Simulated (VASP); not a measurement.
Set up this calculation in VASP 6.6.1, as the native input.

```
Task                   : single point
Functional             : PBE
Potentials or basis    : VASP PAW PBE potentials, release 64 (Sc_sv, N, Al)
Cutoff                 : 520 eV
k mesh                 : 8 × 8 × 6
Occupations            : fermi-dirac, width 0.02 eV
Spin                   : no spin polarisation
Dipole correction      : no
Further INCAR settings : ALGO = Normal; EDIFF = 1e-06; NBANDS = 20
```

The structure of ScAlN2 lies in POSCAR:

```
ScAlN2
1.0
    3.0598169956      0.0000000000      0.0000000000
    0.0000000000      3.0598169956      0.0000000000
    0.0000000000      0.0000000000      4.3456917870
Sc N Al
1 2 1
Direct
    0.0000000000      0.0000000000      0.0000000000
    0.0000000000      0.0000000000      0.5000000000
    0.5000000000      0.5000000000      0.0000000000
    0.5000000000      0.5000000000      0.5000000000
```

The cell was built by a generator and needn't be a form met in nature.

These files were run (other wordings do the same):

INCAR

```
  PREC = Accurate
  ENCUT = 520
  EDIFF = 1E-6
  ISMEAR = -1
  SIGMA = 0.02
  LREAL = F
  LASPH = T
  NELM = 100
  ALGO = Normal
  ISIF = 2
  LWAVE = F
  LCHARG = F
  GGA = PE
  NBANDS = 20
```

KPOINTS

```
regular mesh
0
Gamma
  8 8 6
```

Potentials or basis: VASP PAW PBE potentials, release 64 (Sc_sv, N, Al).

Run with:

```console
$ cat potpaw_PBE.64/Sc_sv/POTCAR potpaw_PBE.64/N/POTCAR potpaw_PBE.64/Al/POTCAR > POTCAR
$ mpirun -np 1 vasp_std > vasp.out
```

Results of the run:

| Item | Value |
| --- | --- |
| Pressure | 0.7 GPa |
| Band gap on the k mesh | 0.72 eV, direct |

Wall time 44 s on 1 thread of Intel(R) Xeon(R) Platinum 8488C (Sapphire Rapids), on a shared host, peak memory 0.18 GiB.
